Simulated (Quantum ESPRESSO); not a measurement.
# Au (Im-3m) in Quantum ESPRESSO: reference runs

Aim: a first look at Au with PBEsol, on the cell as given and on a disturbed one.

All numbers are computed with Quantum ESPRESSO 7.5; they aren't measurements. Logs are shortened: lines on timing, memory, paths and dates and some standing lists are left out, and cuts for length are marked.

### 1 The structure

The structure is cubic, space group Im-3m (No. 229). The conventional cell has a = 3.315 Å, b = 3.315 Å, c = 3.315 Å, α = 90.00°, β = 90.00°, γ = 90.00°. Au (site symmetry m-3m) has 8 Au at 2.87 Å as nearest neighbours.

This isn't the form of Au at room conditions, which is fcc.

### 2 Single point, PBEsol

Contents of pw.in:

```
&CONTROL
  calculation = 'scf'
  prefix = 'pwscf'
  outdir = './tmp'
  pseudo_dir = './pseudo'
  tprnfor = .true.
  tstress = .true.
  disk_io = 'low'
/
&SYSTEM
  ibrav = 0
  nat = 1
  ntyp = 1
  ecutwfc = 45
  ecutrho = 360
  nbnd = 11
  occupations = 'smearing'
  smearing = 'fd'
  degauss = 0.00367493
/
&ELECTRONS
  conv_thr = 2d-10
  electron_maxstep = 120
  mixing_beta = 0.5
/
ATOMIC_SPECIES
Au   196.9666 au_pbesol_v1.uspp.F.UPF
CELL_PARAMETERS angstrom
  -1.6572690000    1.6572690000    1.6572690000
   1.6572690000   -1.6572690000    1.6572690000
   1.6572690000    1.6572690000   -1.6572690000
ATOMIC_POSITIONS crystal
Au     0.0000000000    0.0000000000    0.0000000000
K_POINTS automatic
11 11 11 0 0 0
```

Contents of pp_density.in:

```
&INPUTPP
  prefix = 'pwscf'
  outdir = './tmp'
  filplot = 'density.dat'
  plot_num = 0
/
&PLOT
  nfile = 1
  filepp(1) = 'density.dat'
  iflag = 3
  output_format = 6
  fileout = 'density.cube'
/
```

Contents of pp_potential.in:

```
&INPUTPP
  prefix = 'pwscf'
  outdir = './tmp'
  filplot = 'potential.dat'
  plot_num = 11
/
&PLOT
  nfile = 1
  filepp(1) = 'potential.dat'
  iflag = 3
  output_format = 6
  fileout = 'potential.cube'
/
```

Potentials or basis: GBRV 1.5 PBEsol.

Run with:

```console
OMP_NUM_THREADS=1 mpirun -n 2 pw.x -nk 2 -in pw.in > pw.out
OMP_NUM_THREADS=1 mpirun -n 1 pp.x -in pp_density.in > pp_density.out
OMP_NUM_THREADS=1 mpirun -n 1 pp.x -in pp_potential.in > pp_potential.out
```

pw.out:

```text
This program is part of the open-source Quantum ESPRESSO suite
     for quantum simulation of materials; please cite
[... 13 lines left out ...]
     --------------------
     sticks:   dense  smooth     PW     G-vecs:    dense   smooth      PW
     Sum         797     399    129                14171     5017     959

     Using Slab Decomposition

     bravais-lattice index     =            0
     lattice parameter (alat)  =       5.4244  a.u.
     unit-cell volume          =     122.8671 (a.u.)^3
     number of atoms/cell      =            1
     number of atomic types    =            1
     number of electrons       =        11.00
     number of Kohn-Sham states=           11
     kinetic-energy cutoff     =      45.0000  Ry
     charge density cutoff     =     360.0000  Ry
     scf convergence threshold =      2.0E-10
     mixing beta               =       0.5000
     number of iterations used =            8  plain     mixing
     Exchange-correlation= SLA  PW   PSX  PSC
                           (   1   4  10   8   0   0   0)

     celldm(1)=   5.424410  celldm(2)=   0.000000  celldm(3)=   0.000000
     celldm(4)=   0.000000  celldm(5)=   0.000000  celldm(6)=   0.000000

     crystal axes: (cart. coord. in units of alat)
               a(1) = (  -0.577350   0.577350   0.577350 )
               a(2) = (   0.577350  -0.577350   0.577350 )
               a(3) = (   0.577350   0.577350  -0.577350 )

     reciprocal axes: (cart. coord. in units 2 pi/alat)
               b(1) = ( -0.000000  0.866025  0.866025 )
               b(2) = (  0.866025 -0.000000  0.866025 )
               b(3) = (  0.866025  0.866025  0.000000 )

     PseudoPot. # 1 for Au read from file:
     au_pbesol_v1.uspp.F.UPF
     Pseudo is Ultrasoft + core correction, Zval = 11.0
     Generated by new atomic code, or converted to UPF format
     Using radial grid of  985 points,  7 beta functions with:
                l(1) =   0
                l(2) =   0
                l(3) =   1
                l(4) =   1
                l(5) =   2
                l(6) =   2
                l(7) =   3
     Q(r) pseudized with  6 coefficients,  rinner =    1.900   1.900   1.900
                                                       1.900   1.900   1.900
                                                       1.900

     atomic species   valence    mass     pseudopotential
     Au               11.00   196.96660     Au( 1.00)

     48 Sym. Ops., with inversion, found

   Cartesian axes

     site n.     atom                  positions (alat units)
         1        Au     tau(   1) = (   0.0000000   0.0000000   0.0000000  )

     number of k points=    56  Fermi-Dirac smearing, width (Ry)=  0.0037
                       cart. coord. in units 2pi/alat
        k(    1) = (   0.0000000   0.0000000   0.0000000), wk =   0.0015026
        k(    2) = (   0.0787296   0.0787296   0.0000000), wk =   0.0180316
        k(    3) = (   0.1574592   0.1574592   0.0000000), wk =   0.0180316
        k(    4) = (   0.2361887   0.2361887   0.0000000), wk =   0.0180316
        k(    5) = (   0.3149183   0.3149183   0.0000000), wk =   0.0180316
        k(    6) = (   0.3936479   0.3936479   0.0000000), wk =   0.0180316
[... 48 lines left out ...]
        k(   55) = (  -0.7872958  -0.0787296  -0.0787296), wk =   0.0120210
        k(   56) = (  -0.0000000  -0.0000000   0.7872958), wk =   0.0090158

     Dense  grid:    14171 G-vectors     FFT dimensions: (  36,  36,  36)

     Smooth grid:     5017 G-vectors     FFT dimensions: (  24,  24,  24)

     Initial potential from superposition of free atoms

     starting charge      10.9999, renormalised to      11.0000
     Starting wfcs are    9 randomized atomic wfcs +    2 random wfcs

     Self-consistent Calculation

     iteration #  1     ecut=    45.00 Ry     beta= 0.50
     Davidson diagonalization with overlap
     ethr =  1.00E-02,  avg # of iterations =  4.6

     Threshold (ethr) on eigenvalues was too large:
     Diagonalizing with lowered threshold

     Davidson diagonalization with overlap
     ethr =  7.13E-04,  avg # of iterations =  1.2

     total energy              =    -114.72340264 Ry
     estimated scf accuracy    <       0.07811878 Ry

     iteration #  2     ecut=    45.00 Ry     beta= 0.50
     Davidson diagonalization with overlap
     ethr =  7.10E-04,  avg # of iterations =  2.2

     total energy              =    -114.74419577 Ry
     estimated scf accuracy    <       0.00748063 Ry

     iteration #  3     ecut=    45.00 Ry     beta= 0.50
     Davidson diagonalization with overlap
     ethr =  6.80E-05,  avg # of iterations =  4.5

     total energy              =    -114.74554785 Ry
     estimated scf accuracy    <       0.00033960 Ry

     iteration #  4     ecut=    45.00 Ry     beta= 0.50
     Davidson diagonalization with overlap
     ethr =  3.09E-06,  avg # of iterations =  7.9

     total energy              =    -114.74557717 Ry
     estimated scf accuracy    <       0.00002204 Ry

     iteration #  5     ecut=    45.00 Ry     beta= 0.50
     Davidson diagonalization with overlap
     ethr =  2.00E-07,  avg # of iterations =  2.3

     total energy              =    -114.74558207 Ry
     estimated scf accuracy    <       0.00000014 Ry

     iteration #  6     ecut=    45.00 Ry     beta= 0.50
     Davidson diagonalization with overlap
     ethr =  1.25E-09,  avg # of iterations =  4.2

     total energy              =    -114.74558223 Ry
     estimated scf accuracy    <       0.00000002 Ry

     iteration #  7     ecut=    45.00 Ry     beta= 0.50
     Davidson diagonalization with overlap
     ethr =  2.03E-10,  avg # of iterations =  2.0

     total energy              =    -114.74558223 Ry
     estimated scf accuracy    <          7.7E-10 Ry

     iteration #  8     ecut=    45.00 Ry     beta= 0.50
     Davidson diagonalization with overlap
     ethr =  7.03E-12,  avg # of iterations =  3.4

     End of self-consistent calculation

          k = 0.0000 0.0000 0.0000 (   627 PWs)   bands (ev):

     4.7504   9.4753   9.4753   9.4753  11.2198  11.2198  30.5172  30.5172
    30.5172  34.8737  34.8737

          k = 0.0787 0.0787 0.0000 (   621 PWs)   bands (ev):

     5.0354   9.3893   9.4827   9.6700  11.1223  11.2260  30.3132  30.5327
    30.8678  34.4915  34.6845

          k = 0.1575 0.1575 0.0000 (   629 PWs)   bands (ev):

     5.8250   9.1663   9.5025  10.2245  10.9615  11.2488  28.3123  29.8711
    31.8301  33.3147  33.5875

          k = 0.2362 0.2362 0.0000 (   628 PWs)   bands (ev):

     6.7960   8.8894   9.7625  10.9471  11.0398  11.2929  24.6486  28.3848
    31.0736  33.1395  33.6327

          k = 0.3149 0.3149 0.0000 (   632 PWs)   bands (ev):

     7.2713   8.6483  10.7964  11.2501  11.3484  11.9134  20.9187  27.0806
    28.8686  34.2334  34.3829

          k = 0.3936 0.3936 0.0000 (   626 PWs)   bands (ev):

     7.3054   8.5105  11.0656  11.3887  12.5147  13.0455  17.8215  26.3654
    27.5603  34.7264  34.9879

          k = 0.1575 0.0787 0.0787 (   629 PWs)   bands (ev):

     5.5784   9.2980   9.3862  10.0894  10.9714  11.2604  29.6231  29.9163
    31.2472  32.4695  34.2584

          k = 0.2362 0.1575 0.0787 (   623 PWs)   bands (ev):

     6.5157   9.0631   9.3719  10.8390  10.8807  11.3257  26.5853  28.5190
    30.6168  32.2209  34.7345

          k = 0.3149 0.2362 0.0787 (   625 PWs)   bands (ev):

     7.3095   8.8003   9.8392  10.9359  11.3757  11.9191  22.7838  27.1689
    28.8663  33.4326  34.9256

          k = 0.3936 0.3149 0.0787 (   631 PWs)   bands (ev):

     7.4803   8.6126  10.7598  11.1310  11.6487  13.2349  19.2792  26.1318
    27.4816  34.4300  34.9645

          k = 0.4724 0.3936 0.0787 (   626 PWs)   bands (ev):

     7.4638   8.5456  11.0644  11.1063  12.0703  14.5531  17.1291  25.7225
    26.9669  34.8354  34.9773

          k = 0.3149 0.1575 0.1575 (   624 PWs)   bands (ev):

     7.4084   9.0623   9.1418  10.8265  11.3838  11.9945  24.1914  26.1055
    29.1247  32.6249  34.9564

          k = 0.3936 0.2362 0.1575 (   627 PWs)   bands (ev):

     7.8619   8.8348   9.6980  10.9546  11.4659  13.4622  21.0018  24.4734
    28.0581  33.4143  34.9807

          k = 0.4724 0.3149 0.1575 (   625 PWs)   bands (ev):

     7.8705   8.7188  10.2972  11.0697  11.6804  15.3342  18.0039  23.5429
    27.4519  34.2305  34.9805

          k = 0.4724 0.2362 0.2362 (   622 PWs)   bands (ev):

     8.1344   8.9739   9.6716  11.1008  11.5069  15.3760  19.3317  21.9288
    27.8569  33.7512  34.9893

          k = 0.5511 0.3149 0.2362 (   620 PWs)   bands (ev):

     8.1760   9.0451   9.6925  11.2270  11.5259  17.0282  17.9433  20.7859
    27.8125  34.2783  34.9234

          k = 0.1575 0.1575 0.1575 (   622 PWs)   bands (ev):

     6.3175   9.1231   9.1231  10.8759  11.1213  11.1213  28.5643  28.5643
    28.6112  31.8813  34.9228

          k = 0.2362 0.2362 0.1575 (   629 PWs)   bands (ev):

     7.2924   8.8480   9.1134  11.0717  11.2566  11.9690  24.5923  27.2564
    27.2617  33.0190  34.9516

          k = 0.3149 0.3149 0.1575 (   626 PWs)   bands (ev):

     7.7566   8.6355   9.8523  11.1265  11.3509  13.3326  20.9174  25.9862
    26.1715  34.3405  34.9652

          k = 0.3936 0.3936 0.1575 (   627 PWs)   bands (ev):

     7.7415   8.5218  10.8594  11.1851  11.3997  15.0099  17.8363  25.1214
    25.5715  34.9504  34.9732

          k =-0.0000-0.0000 0.1575 (   623 PWs)   bands (ev):

     5.3173   9.5052   9.5052   9.6681  10.8958  11.3373  29.9867  31.0852
    31.0853  32.2932  34.7056

          k = 0.3149 0.2362 0.2362 (   630 PWs)   bands (ev):

     8.0885   8.8351   8.9641  11.1490  11.3381  13.3948  22.1097  24.7133
    26.1980  34.1650  34.9816
[... 98 lines left out ...]
     8.0953   9.3485   9.4428  10.5762  11.7764  12.9364  21.7261  26.3959
    27.3355  31.7355  34.9808

          k = 0.0787-0.0787 0.4724 (   625 PWs)   bands (ev):

     8.3124   9.0202   9.8388  10.4008  11.4099  12.7722  23.3767  25.1850
    28.6195  30.0406  34.9758

          k =-0.0000-0.2362 0.5511 (   625 PWs)   bands (ev):

     8.0281   9.3319   9.5422  10.5657  12.4072  15.1386  18.3752  25.2866
    26.9817  33.0762  34.9326

          k = 0.0787-0.1575 0.5511 (   624 PWs)   bands (ev):

     8.3981   8.9417   9.6569  10.7337  11.9549  14.6913  20.4060  23.5405
    28.4577  31.1291  34.9054

          k =-0.7873-0.2362-0.2362 (   628 PWs)   bands (ev):

     8.3004   9.1117   9.4760  10.7990  12.2699  17.2741  17.3954  22.9735
    28.3398  32.4054  33.9368

          k =-0.7086-0.1575-0.2362 (   628 PWs)   bands (ev):

     8.6410   8.7303   9.3883  11.3398  11.8897  16.9532  19.3154  20.8131
    30.1945  30.9801  32.9477

          k =-0.0000-0.0000 0.4724 (   615 PWs)   bands (ev):

     8.3395   9.0822  10.2334  10.2334  10.9594  12.4568  25.8620  26.2289
    26.2289  29.0449  34.9746

          k =-0.0000-0.0787 0.5511 (   627 PWs)   bands (ev):

     8.4772   8.7010  10.3164  10.6033  11.6654  13.8282  22.6592  24.5113
    26.7198  29.5402  34.8921

          k =-0.0000-0.1575 0.6298 (   626 PWs)   bands (ev):

     8.2677   8.6869  10.2596  10.7211  12.3068  16.2135  19.2587  23.4184
    27.0959  30.8572  33.0433

          k = 0.0787-0.0787 0.6298 (   636 PWs)   bands (ev):

     8.3468   8.4324  10.3827  11.2082  11.9971  15.7537  21.0936  22.1837
    27.4209  29.6347  32.7919

          k =-0.7873-0.1575-0.1575 (   635 PWs)   bands (ev):

     8.2320   8.3823  10.3380  11.4727  12.1902  17.9572  18.8373  21.3176
    28.0420  30.6989  30.7020

          k =-0.0000-0.0000 0.6298 (   638 PWs)   bands (ev):

     8.2477   8.3112  11.1556  11.1556  11.7125  15.1984  22.7829  22.7829
    25.3210  29.0901  32.6570

          k =-0.0000-0.0787 0.7086 (   637 PWs)   bands (ev):

     8.0167   8.1031  11.3193  11.5004  12.2171  17.3593  20.2743  21.6632
    25.8740  29.4301  30.6304

          k =-0.7873-0.0787-0.0787 (   637 PWs)   bands (ev):

     7.9327   7.9327  11.4129  12.1193  12.1193  18.9665  20.0342  20.0342
    25.6963  29.5894  29.5894

          k =-0.0000-0.0000 0.7873 (   642 PWs)   bands (ev):

     7.7813   7.8036  12.0918  12.0918  12.1929  18.9871  20.4966  20.4966
    23.8704  29.1930  29.5021

     the Fermi energy is    13.8378 ev

!    total energy              =    -114.74558223 Ry
     estimated scf accuracy    <          1.1E-11 Ry
     smearing contrib. (-TS)   =      -0.00043595 Ry
     internal energy E=F+TS    =    -114.74514628 Ry

     The total energy is F=E-TS. E is the sum of the following terms:
     one-electron contribution =       8.49163320 Ry
     hartree contribution      =       8.99389959 Ry
     xc contribution           =     -61.92775052 Ry
     ewald contribution        =     -70.30292855 Ry

     convergence has been achieved in   8 iterations

     Forces acting on atoms (cartesian axes, Ry/au):

     atom    1 type  1   force =     0.00000000    0.00000000    0.00000000

     Total force =     0.000000     Total SCF correction =     0.000000

     Computing stress (Cartesian axis) and pressure

          total   stress  (Ry/bohr**3)                   (kbar)     P=      -92.53
  -0.00062900  -0.00000000  -0.00000000          -92.53       -0.00       -0.00
  -0.00000000  -0.00062900  -0.00000000           -0.00      -92.53       -0.00
  -0.00000000  -0.00000000  -0.00062900           -0.00       -0.00      -92.53

=------------------------------------------------------------------------------=
   JOB DONE.
=------------------------------------------------------------------------------=
```

Run time: 7.1 s. Hardware: 2 MPI ranks of Intel Xeon 6975P-C (Granite Rapids), shared host; peak memory 0.2 GiB.

What came out:

```
Free energy            : -1561.1932 eV
Pressure               : -9.3 GPa
Band gap on the k mesh : none (metal or under the smearing width)
```

The run has no spin-orbit coupling, so splittings on Au are missing.

### 3 Single point, PBEsol (cell strained at random at fixed volume)

Edit pw.in of step 2 so:

```diff
@@ -7,3 +7,3 @@
   tstress = .true.
-  disk_io = 'low'
+  disk_io = 'nowf'
 /
@@ -28,7 +28,7 @@
 CELL_PARAMETERS angstrom
-  -1.6572690000    1.6572690000    1.6572690000
-   1.6572690000   -1.6572690000    1.6572690000
-   1.6572690000    1.6572690000   -1.6572690000
+  -1.6672400000    1.6108460000    1.6646960000
+   1.6037350000   -1.6356840000    1.6260290000
+   1.7364330000    1.7048780000   -1.6895340000
 ATOMIC_POSITIONS crystal
-Au     0.0000000000    0.0000000000    0.0000000000
+Au    -0.0098820000   -0.0170920000   -0.0213010000
 K_POINTS automatic
```

Potentials or basis: GBRV 1.5 PBEsol.

Run with:

```console
OMP_NUM_THREADS=1 mpirun -n 2 pw.x -nk 2 -in pw.in > pw.out
```

pw.out:

```text
This program is part of the open-source Quantum ESPRESSO suite
     for quantum simulation of materials; please cite
         "P. Giannozzi et al., J. Phys.:Condens. Matter 21 395502 (2009);
         "P. Giannozzi et al., J. Phys.:Condens. Matter 29 465901 (2017);
         "P. Giannozzi et al., J. Chem. Phys. 152 154105 (2020);
     in publications or presentations arising from this work. More details at

     K-points division:     npool     =       2
     Subspace diagonalization in iterative solution of the eigenvalue problem:
     a serial algorithm will be used

     G-vector sticks info
     --------------------
     sticks:   dense  smooth     PW     G-vecs:    dense   smooth      PW
     Sum         775     391    147                14167     5027    1179

     Using Slab Decomposition

     bravais-lattice index     =            0
     lattice parameter (alat)  =       5.3934  a.u.
     unit-cell volume          =     122.8671 (a.u.)^3
[... 72 lines left out ...]

     Davidson diagonalization with overlap
     ethr =  7.16E-04,  avg # of iterations =  1.1

     total energy              =    -114.72265994 Ry
     estimated scf accuracy    <       0.07844762 Ry
[... 66 lines left out ...]
     iteration #  9     ecut=    45.00 Ry     beta= 0.50
     Davidson diagonalization with overlap
     ethr =  2.90E-12,  avg # of iterations =  2.4

     End of self-consistent calculation

     Number of k-points >= 100: set verbosity='high' to print the bands.

     the Fermi energy is    13.8437 ev

!    total energy              =    -114.74508617 Ry
     estimated scf accuracy    <          2.0E-12 Ry
     smearing contrib. (-TS)   =      -0.00024106 Ry
     internal energy E=F+TS    =    -114.74484511 Ry

     The total energy is F=E-TS. E is the sum of the following terms:
     one-electron contribution =       8.44953135 Ry
     hartree contribution      =       9.01368324 Ry
     xc contribution           =     -61.92909005 Ry
     ewald contribution        =     -70.27896965 Ry

     convergence has been achieved in   9 iterations

     Forces acting on atoms (cartesian axes, Ry/au):

     atom    1 type  1   force =     0.00000000    0.00000000    0.00000000

     Total force =     0.000000     Total SCF correction =     0.000000

     Computing stress (Cartesian axis) and pressure

          total   stress  (Ry/bohr**3)                   (kbar)     P=      -88.47
  -0.00055676  -0.00012814   0.00011865          -81.90      -18.85       17.45
  -0.00012814  -0.00059796   0.00001184          -18.85      -87.96        1.74
   0.00011865   0.00001184  -0.00064945           17.45        1.74      -95.54

=------------------------------------------------------------------------------=
   JOB DONE.
=------------------------------------------------------------------------------=
```

Run time: 23 s. Hardware: 2 MPI ranks of Intel Xeon 6975P-C (Granite Rapids), shared host; peak memory 0.26 GiB.

What came out:

```
Free energy            : -1561.1864 eV
Pressure               : -8.8 GPa
Band gap on the k mesh : none (metal or under the smearing width)
```

Stress tensor (GPa, compression positive):
```
-8.19 -1.89  1.75
-1.89 -8.80  0.17
 1.75  0.17 -9.55
```

Spin-orbit coupling is left out, which matters for the levels of Au.
